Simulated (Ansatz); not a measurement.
# SiC (P6_3mc) under several functionals

**Measured values to compare with.**

From a printed reference work, textbook, for a bulk crystal of SiC at 300 K: lattice constant a 3.0806 Å; lattice constant c 15.1173 Å.

Plane-wave DFT in Ansatz with scalar-relativistic PAW potentials. The same structure was relaxed (cell and atoms, symmetry kept) in separate runs at each level. No spin polarisation.

| level | cutoff (eV) | k mesh | V (Å³/atom) | a (Å) | c (Å) | gap (eV) |
| --- | --- | --- | --- | --- | --- | --- |
| LDA | 420 | 12×12×2 | 10.140 | 3.059 | 15.012 | 1.98 |
| r2SCAN | 500 | 12×12×2 | 10.332 | 3.078 | 15.107 | 2.39 |
| PBE | 420 | 12×12×2 | 10.499 | 3.095 | 15.187 | 2.03 |

Question: Where does PBEsol (420 eV, k mesh 12×12×2) fall?

Answer: V (Å³/atom) 10.335, a (Å) 3.079, c (Å) 15.108, gap (eV) 1.92. Its volume is between those of r2SCAN and PBE. The usual order of volumes, LDA < PBEsol < PBE, holds here (10.140, 10.335, 10.499 Å³/atom). As a rule LDA overbinds; PBEsol, built on the gradient expansion of slowly varying densities, lies between LDA and PBE; PBE's stronger gradient term for exchange weakens bonds. r2SCAN lies 1.6 % under PBE in volume. Each gap belongs to its own cell, so it mixes the functional's effect with that of the volume; gaps are the least found on the k mesh or on a band path.

For PBE: Measured lattice constant a of SiC: 3.0806 Å (300 K; a printed reference work, textbook). This calculation gives 3.095 Å (+0.5 %). Measured lattice constant c of SiC: 15.1173 Å (300 K; a printed reference work, textbook). This calculation gives 15.187 Å (+0.5 %). The calculations are for 0 K without zero-point motion.

Cost: 4 runs of about 8.7 core-minutes in all, on Arm Neoverse V1, Intel Xeon Processor @ 2.50GHz (Skylake/Cascade Lake), Intel Xeon Processor @ 2.70GHz and other processors (shared hosts).